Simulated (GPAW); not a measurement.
**Pb: single point with PBEsol**

Pb:

```
Pb
1.0
     0.00000    3.43900    3.43900
     3.43900    0.00000    3.43900
     3.43900    3.43900    0.00000
Pb
2
Direct
  0.24233 0.24870 0.24871
  0.00968 0.98262 0.01781
```

This isn't the form of Pb at room conditions, which is fcc.

The cell isn't the ideal one: atoms moved at random, drawn with an rms of 0.05 Å.

| Quantity | Value |
| --- | --- |
| Program | GPAW 26.7.0 |
| Task | single point |
| Functional | PBEsol |
| Potentials or basis | PAW data sets generated in the run's folder for this functional |
| Cutoff | 600 eV |
| Basis | pw |
| k mesh | 7 × 7 × 7 |
| Occupations | fermi-dirac, width 0.05 eV |
| Spin | no spin polarisation |
| Maxiter | 150 |

The pressure is 0.3 GPa. The largest force is 0.609 eV/Å and the band gap on the k mesh is none (metal or under the smearing width).

Forces in eV/Å, atoms in the order of the input:
```
Pb   0.058  0.605  0.036
Pb  -0.058 -0.605 -0.036
```

Stress tensor (GPa, compression positive):
```
0.43 0.10 1.61
0.10 0.06 0.16
1.61 0.16 0.43
```

Levels at points of the mesh, in eV from the Fermi level:
```tsv
k point	band 10	band 11	band 12	band 13	band 14	band 15	band 16	band 17	band 18	band 19
(0.00, 0.00, 0.00)	-16.55	-11.04	-3.76	0.09	0.46	0.77	2.11	2.42	2.80	4.09
```

Wall time 2.6 min on 1 thread of Arm Neoverse V2, on a shared host, peak memory 0.41 GiB.

The run has no spin-orbit coupling, so splittings on Pb are missing.
